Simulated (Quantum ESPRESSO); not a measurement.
Runs of Quantum ESPRESSO 7.5 on WC (Qusongite). The structure is hexagonal, space group P-6m2 (No. 187). The conventional cell has a = 2.907 Å, b = 2.907 Å, c = 2.837 Å, α = 90.00°, β = 90.00°, γ = 120.00°. W (site symmetry -6m2) has 6 C at 2.20 Å as nearest neighbours. C (site symmetry -6m2) is surrounded by 6 W at 2.20 Å. 

```csv
task,level,potentials or basis,k mesh,cutoff (eV),SCF threshold,symmetry,mesh quality,gap on the mesh (eV),pressure (GPa),V0 of scaled cells (Å³/atom),B0 (GPa)
band structure,PBEsol,GBRV 1.5 PBEsol,10 × 10 × 9,762,4e-10 Ry,-,not flagged,none,-2.6,-,-
equation of state,PBEsol,GBRV 1.5 PBEsol,10 × 10 × 9,762,4e-10 Ry,-,not flagged,-,-,10.31,(a)
single point,PBEsol,GBRV 1.5 PBEsol,10 × 10 × 9,762,4e-10 Ry,-,not flagged,none,-2.6,-,-
equation of state,r2SCAN,SG15 PBE 1.2,6 × 6 × 6,1197,1e-08 Ry,off,coarse,-,-,10.15,(b)
band structure,r2SCAN,SG15 PBE 1.2,8 × 8 × 7,1197,1e-08 Ry,off,coarse,none,-9.0,-,-
```

Alike in all rows: no spin polarisation; cell as given; smearing fermi-dirac 0.05 eV.

Q: Estimate the missing entries.

A: (a) 412; (b) 415.

Caveats: some runs use coarse meshes; spin-orbit coupling is left out, which moves the levels of the heavy elements (some runs); the cell was scaled at fixed shape and fractional positions, which overstates the stiffness of a crystal with free parameters, most of all of layers and chains (some runs); the potentials were made for another functional, which shifts forces and pressure (some runs).

A k mesh can miss the band edges, and the runs leave out spin-orbit coupling on W.

A gap of «none» marks a metal or a gap under the smearing width.

The runs don't all hold the same shells in valence.
